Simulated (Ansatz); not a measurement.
# I (Fmmm) in Ansatz: convergence with basis error

Aim: find how far basis error must go before the results for I settle, at PBE. This setting moves, with any that are tied to it; all else stays.

Everything below comes from runs of Ansatz 0.2.0. Logs are shortened: lines on timing, memory, paths and dates and some standing lists are left out, and cuts for length are marked.

## 1. The crystal as given

It takes space group Fmmm (No. 69, orthorhombic). The conventional cell has a = 4.384 Å, b = 4.731 Å, c = 7.820 Å, α = 90.00°, β = 90.00°, γ = 90.00°. I (site symmetry mmm) has 4 I at 3.23 Å as nearest neighbours.

## 2. With basis error 0.03 eV/atom

input.yaml reads:

```yaml
crystal:
  lattice:
    - [0.0, 2.3656004428, 3.9098401324]
    - [2.1922454667, 0.0, 3.9098401324]
    - [2.1922454667, 2.3656004428, 0.0]
  atoms:
    - { symbol: I, position: [0.0, 0.0, 0.0] }
kpoints:
  mp_grid: { grid: [9, 9, 9] }
scf:
  occupations: { method: fermi_dirac, width: 0.05 }
hamiltonian:
  xc: pbe
  pseudopotentials: { kind: all_electron, lapw: { basis_error: 0.03 } }
output:
  forces: true
  stress: true
  eigenvalues: true
```

Potentials or basis: all-electron LAPW, scalar-relativistic.

On the command line:

```
> ansatz run input.yaml --threads 1 --pin off --max-ram 3072MiB --backend cpu --events-out ev --progress --plain --runs-dir out
```

Run time: 11 s. Hardware: 1 thread of Intel Xeon at 2.50GHz (Skylake/Cascade Lake), shared host; peak memory 0.25 GiB.

What came out:

* Free energy: -193641.7468 eV
* Pressure: 0.6 GPa
* Band gap on the k mesh: none (metal or under the smearing width)

## 3. With basis error 0.01 eV/atom

Changes to input.yaml since step 2:

```diff
@@ -13,3 +13,3 @@
   xc: pbe
-  pseudopotentials: { kind: all_electron, lapw: { basis_error: 0.03 } }
+  pseudopotentials: { kind: all_electron, lapw: { basis_error: 0.01 } }
 output:
```

Potentials or basis: all-electron LAPW, scalar-relativistic.

On the command line:

```
> ansatz run input.yaml --threads 1 --pin off --max-ram 3072MiB --backend cpu --events-out ev --progress --plain --runs-dir out
```

Wall time 16 s (1 thread of Intel Xeon at 2.50GHz (Skylake/Cascade Lake), shared host); peak memory 0.26 GiB.

Results:

```yaml
Free_energy: -193641.7545 eV
Pressure: 0.5 GPa
Band_gap_on_the_k_mesh: none (metal or under the smearing width)
```

## 4. With basis error 0.003 eV/atom

Changes to input.yaml since step 3:

```diff
@@ -13,3 +13,3 @@
   xc: pbe
-  pseudopotentials: { kind: all_electron, lapw: { basis_error: 0.01 } }
+  pseudopotentials: { kind: all_electron, lapw: { basis_error: 0.003 } }
 output:
```

On the command line:

```
> ansatz run input.yaml --threads 1 --pin off --max-ram 3072MiB --backend cpu --events-out ev --progress --plain --runs-dir out
```

It took 18 s on 1 thread of Intel Xeon at 2.50GHz (Skylake/Cascade Lake), shared host; peak memory 0.28 GiB.

Results:

```
Free energy            : -193641.7568 eV
Pressure               : 0.5 GPa
Band gap on the k mesh : none (metal or under the smearing width)
```

## 5. With basis error 0.001 eV/atom

Changes to input.yaml since step 4:

```diff
@@ -13,3 +13,3 @@
   xc: pbe
-  pseudopotentials: { kind: all_electron, lapw: { basis_error: 0.003 } }
+  pseudopotentials: { kind: all_electron, lapw: { basis_error: 0.001 } }
 output:
```

On the command line:

```
> ansatz run input.yaml --threads 1 --pin off --max-ram 3072MiB --backend cpu --events-out ev --progress --plain --runs-dir out
```

Wall time 21 s (1 thread of Intel Xeon at 2.50GHz (Skylake/Cascade Lake), shared host); peak memory 0.31 GiB.

Results:

```yaml
Free_energy: -193641.7574 eV
Pressure: 0.5 GPa
Band_gap_on_the_k_mesh: none (metal or under the smearing width)
```

## 6. With basis error 0.0003 eV/atom

Changes to input.yaml since step 5:

```diff
@@ -13,3 +13,3 @@
   xc: pbe
-  pseudopotentials: { kind: all_electron, lapw: { basis_error: 0.001 } }
+  pseudopotentials: { kind: all_electron, lapw: { basis_error: 0.0003 } }
 output:
```

Potentials or basis: all-electron LAPW, scalar-relativistic.

On the command line:

```
> ansatz run input.yaml --threads 1 --pin off --max-ram 3072MiB --backend cpu --events-out ev --progress --plain --runs-dir out
```

Run time: 26 s. Hardware: 1 thread of Intel Xeon at 2.50GHz (Skylake/Cascade Lake), shared host; peak memory 0.34 GiB.

The run converged. Its results:

- Free energy: -193641.7576 eV
- Pressure: 0.5 GPa
- Band gap on the k mesh: none (metal or under the smearing width)

## 7. With basis error 0.0001 eV/atom

Changes to input.yaml since step 6:

```diff
@@ -13,3 +13,3 @@
   xc: pbe
-  pseudopotentials: { kind: all_electron, lapw: { basis_error: 0.0003 } }
+  pseudopotentials: { kind: all_electron, lapw: { basis_error: 0.0001 } }
 output:
```

Potentials or basis: all-electron LAPW, scalar-relativistic.

On the command line:

```
> ansatz run input.yaml --threads 1 --pin off --max-ram 3072MiB --backend cpu --events-out ev --progress --plain --runs-dir out
```

Log:

```text
Warning: RAYON_NUM_THREADS=1 ignored (pool sized by the plan → 1); use --threads N
LAPW: plane waves up to 7.481 Å⁻¹, error target 1.0e-4 eV per atom; small_component_spin mean_spin; I in spheres of 1.613 Å, 25 of its electrons in bands, Dirac shells [] (how accurate: hamiltonian.pseudopotentials.lapw.basis_error, Limitations)
Engine: ansatz 0.2.0, x86_64-unknown-linux-gnu
Pseudopotentials: kind: all_electron
Pseudopotential: I, LAPW, valence charge 25, lapw/all_electron/scalar/gaussian/I, Koelling and Harmon's equation, gaussian nucleus
Functional definition: PBE
  parameter kappa = 0.804
  parameter beta = 0.06672455060314922
  exchange = pbe_x(kappa = kappa, mu = beta*pi^2/3)
  correlation = pbe_c(beta = beta)
Crystal: 1 atoms, lattice volume = 40.553 Å³
Basis set: ecut = 213.24037476239693 eV, 281 PW (Γ), FFT grids on a1−a2, a2, a3, exchange–correlation at level 2
Bands: 17, of which v1, the nominal top of the filled ones, is band 13 counted from 1 (12 counted from 0)
Symmetry: 8 space group operations
Space group: Fmmm (ITA 69), of the structure as read, at distance tolerance 3.4e-5 Å
k-points: 125 of 729
Non-local potential: I, projectors of the file, none
Initial density: superposition of atomic densities (chi_scale 0.1, normalization cell)
Initial wavefunctions: plane waves of lowest kinetic energy (no species holds an atomic orbital)
Functional: x = pbe(κ = 0.804, μ = 0.2195149727645171), c = pbe(β = 0.06672455060314922)
iter 1 solved again at ethr=1.55e-4 eV; its pass at ethr=1.00e-1 eV (dr2=3.87e-2 eV) is discarded
SCF iter   1: F=—  HF=-193641.787234 eV  |F-HF|=—  |Δ(HF+E_count)|=         —  Δρ=7.87e-3  dr2=3.85e-2  ethr=1.55e-4  ⟨swp⟩=3.0  Hψ=14068  notcnv=0
preconditioner: auto → LDOS  [metal: Δε(μ)=0.040 eV  Ē_g=13.157 eV  σ=0.050 eV  W_gap=0.19  n_scr=10 (ndim 8)  ℏωp=15.4 eV  f_vac=0.216  D(μ)=0.62/eV (n_scr^D=2)  β→1.0]
SCF iter   2: F=—  HF=-193641.760402 eV  |F-HF|=—  |Δ(HF+E_count)|=   2.68e-2  Δρ=2.71e-3  dr2=4.74e-3  ethr=1.54e-4  ⟨swp⟩=3.0  Hψ=6943  notcnv=0
iter 3 solved again at ethr=5.78e-8 eV; its pass at ethr=1.89e-5 eV (dr2=1.44e-5 eV) is discarded
SCF iter   3: F=—  HF=-193641.757164 eV  |F-HF|=—  |Δ(HF+E_count)|=   3.24e-3  Δρ=2.51e-4  dr2=1.45e-5  ethr=5.78e-8  ⟨swp⟩=2.0  Hψ=10879  notcnv=0
SCF iter   4: F=—  HF=-193641.757681 eV  |F-HF|=—  |Δ(HF+E_count)|=         —  Δρ=3.20e-5  dr2=4.32e-7  ethr=5.78e-8  ⟨swp⟩=3.0  Hψ=6213  notcnv=0
the basis was enlarged: its passes take 1.1 MiB over the memory plan, 1 of 1 planned eigensolver slots
SCF iter   5: F=—  HF=-193641.757654 eV  |F-HF|=—  |Δ(HF+E_count)|=   2.66e-5  Δρ=9.91e-6  dr2=5.31e-8  ethr=1.73e-9  ⟨swp⟩=3.0  Hψ=6175  notcnv=0
SCF iter   6: F=—  HF=-193641.757652 eV  |F-HF|=—  |Δ(HF+E_count)|=   1.84e-6  Δρ=7.04e-6  dr2=1.82e-8  ethr=2.12e-10  ⟨swp⟩=3.0  Hψ=6287  notcnv=0
SCF iter   7: F=-193641.757651 eV  HF=-193641.757651 eV  |F-HF|=7.03e-8  |Δ(HF+E_count)|=   1.08e-6  Δρ=1.41e-6  dr2=7.34e-10  ethr=7.26e-11  ⟨swp⟩=3.0  Hψ=6166  notcnv=0
SCF 1 converged in 7 iterations: F = -193641.757651 eV  dr2 = 7.34e-10
the search or the solves at the SCF's close seem to have found levels that the self-consistency loop had missed (the run counts 1). By its estimate they hold under 1e-12 electrons; where the run keeps them, the occupations were computed again with them
SCF converged after 7 iterations
Free energy (F): -193641.757651 eV
Harris-Foulkes:  -193641.757651 eV  (|F-HF|=7.03e-8)
Internal energy: -193641.752525 eV  (E = F + TS)
E sigma→0 (E₀):  -193641.755088 eV
Entropy (-TS):   -0.005126 eV (-5.126 meV/atom)
Fermi energy:    7.544845 eV
--- Per-component energies (eV) ---
  E_band       = -1386.213093
  E_kinetic    = 204943.976952
  E_xc         = -4939.715233
  E_electrostatic = -393646.014245  (all electrons and nuclei)
  E_smearing   = -0.005126  (= −TS)
  E_closure    = 0.000000  (closes the sum)
  E_atoms      = -193640.378522  (free atoms, spherical and without spin; not in F)
  Σ components = -193641.757651   (vs F -193641.757651, Δ=0.00e0)
  Basis errors (estimates in eV, not in F): energy 7.1e-5 per atom: plane waves 6.8e-5 (5.7e-5 summed), levels above the bands 1.0e-89, relativity 1.4e-8, radial functions 3.6e-6, core shells 2.8e-11; eigenvalues (radial functions only) 6.5e-6; not estimated: angular momenta, meshes, grids; target (lapw.basis_error) 1.0e-4; muffin-tin radii I 1.613 Å
--- Forces (eV/Å), atoms counted from 1 ---
  atom   1  I      0.00000000     0.00000000     0.00000000
  max |Σ_I F_I| component: 0.00e0 eV/Å
--- Stress (GPa, compression-positive) ---
        0.434744      -0.000000       0.000000
       -0.000000       0.214000      -0.000000
        0.000000      -0.000000       0.786661
  P = ⅓ Tr σ = 0.4785 GPa (4.785 kbar)
--- Band table (eV; the first three rows and the last of 125) ---
  k-point 0: bands = ["-167.8793", "-114.9583", "-114.9216", "-114.7275", "-37.7886", "-37.7682", "-37.6072", "-37.5776", "-37.5418", "-6.3393", "5.5970", "8.3177", "8.5926", "12.0884", "15.1366", "15.8082", "19.8730"]
  k-point 1: bands = ["-167.8793", "-114.9583", "-114.9216", "-114.7275", "-37.7864", "-37.7688", "-37.6076", "-37.5779", "-37.5410", "-6.2082", "5.5934", "7.3431", "8.5486", "12.4530", "15.5127", "16.8673", "17.5696"]
  k-point 2: bands = ["-167.8793", "-114.9584", "-114.9217", "-114.7275", "-37.7808", "-37.7704", "-37.6086", "-37.5786", "-37.5387", "-5.8419", "5.2657", "5.7174", "8.7567", "13.1899", "15.6768", "15.9294", "19.6190"]
  k-point 124: bands = ["-167.8793", "-114.9583", "-114.9216", "-114.7275", "-37.7864", "-37.7688", "-37.6075", "-37.5777", "-37.5408", "-5.9726", "3.6197", "7.1211", "8.3508", "14.8674", "16.1381", "17.8072", "21.9415"]
```

It took 31 s on 1 thread of Intel Xeon at 2.50GHz (Skylake/Cascade Lake), shared host; peak memory 0.38 GiB.

What came out:

- Free energy: -193641.7577 eV
- Pressure: 0.5 GPa
- Band gap on the k mesh: none (metal or under the smearing width)

## 8. Summary

| basis error | energy less the tightest run, at zero smearing (meV/atom) | pressure (GPa) | SCF cycles | CPU time (s) | peak memory (GiB) |
| --- | --- | --- | --- | --- | --- |
| 0.03 eV/atom | 10.81 | 0.56 | 5 | 11 | 0.25 |
| 0.01 eV/atom | 3.17 | 0.51 | 8 | 16 | 0.26 |
| 0.003 eV/atom | 0.90 | 0.49 | 8 | 18 | 0.28 |
| 0.001 eV/atom | 0.29 | 0.48 | 7 | 20 | 0.31 |
| 0.0003 eV/atom | 0.07 | 0.48 | 7 | 26 | 0.34 |
| 0.0001 eV/atom | 0.00 | 0.48 | 7 | 31 | 0.38 |

Against the tightest run, the energy stays within 1 meV/atom from 0.003 eV/atom on; the pressure stays within 0.1 GPa from 0.03 eV/atom on. The tightest run that finished is the yardstick and may itself not be fully converged.

Caveats: an odd number of electrons without spin polarisation forces a metal; a magnetic or distorted state may lie lower.
